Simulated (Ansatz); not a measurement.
# CoSi: the cost of one run

Program: Ansatz 0.2.0. Level of theory: DFT PBE, scalar-relativistic, plane waves, PAW. These are calculated values, not measurements.

The COD entry's cell or inner coordinates are ideal or old and differ from later refinements, so a difference from it is no clean test against experiment.

## 1. The starting structure

It takes space group P2_13 (No. 198, cubic). Conventional cell: a = 4.438 Å, b = 4.438 Å, c = 4.438 Å, α = 90.00°, β = 90.00°, γ = 90.00°. Around Co (site symmetry 3) lie 7 Si at 2.28 to 2.47 Å. Around Si (site symmetry 3) lie 7 Co at 2.28 to 2.47 Å.

As a file:

```cif
data_structure
_symmetry_space_group_name_H-M 'P2_13'
_symmetry_Int_Tables_number 198
_cell_length_a 4.4380
_cell_length_b 4.4380
_cell_length_c 4.4380
_cell_angle_alpha 90.000
_cell_angle_beta 90.000
_cell_angle_gamma 90.000
_cell_volume 87.41
loop_
_atom_site_label
_atom_site_type_symbol
_atom_site_symmetry_multiplicity
_atom_site_Wyckoff_symbol
_atom_site_fract_x
_atom_site_fract_y
_atom_site_fract_z
_atom_site_occupancy
Co1 Co 4 a 0.14000 0.14000 0.14000 1
Si1 Si 4 a 0.84300 0.84300 0.84300 1
```

The structure comes from the Crystallography Open Database.

## 2. Self-consistent density

input.yaml reads:

```yaml
crystal:
  lattice:
    - [4.438, 0.0, 0.0]
    - [0.0, 4.438, 0.0]
    - [0.0, 0.0, 4.438]
  atoms:
    - { symbol: Co, position: [0.14, 0.14, 0.14], spin: 3.0 }
    - { symbol: Co, position: [0.36, 0.86, 0.64], spin: 3.0 }
    - { symbol: Co, position: [0.64, 0.36, 0.86], spin: 3.0 }
    - { symbol: Co, position: [0.86, 0.64, 0.36], spin: 3.0 }
    - { symbol: Si, position: [0.843, 0.843, 0.843] }
    - { symbol: Si, position: [0.657, 0.157, 0.343] }
    - { symbol: Si, position: [0.343, 0.657, 0.157] }
    - { symbol: Si, position: [0.157, 0.343, 0.657] }
magnetization:
  spin_polarized: true
basis:
  ecutwfc: 500
  fft_grid_basis: typed
kpoints:
  mp_grid: { grid: [8, 8, 8] }
hamiltonian:
  xc: pbe
  pseudopotentials: { kind: paw }
scf:
  occupations: { method: gaussian, width: 0.05 }
output:
  forces: true
  stress: true
  eigenvalues: true
  bader: true
  write_density: true
  volumetric_format: npy
  populations: true
  elf: true
```

Run with:

```console
$ ansatz run input.yaml --threads 2 --pin off --max-ram 4096MiB --backend cpu --events-out ev --progress --plain --runs-dir out
```

**Question.** How long does this run take on 2 threads of Intel Xeon Platinum 8259CL at 2.50GHz (Skylake/Cascade Lake), shared host, and how much memory does it need?

About 2.1 min, with a peak of 0.73 GiB.
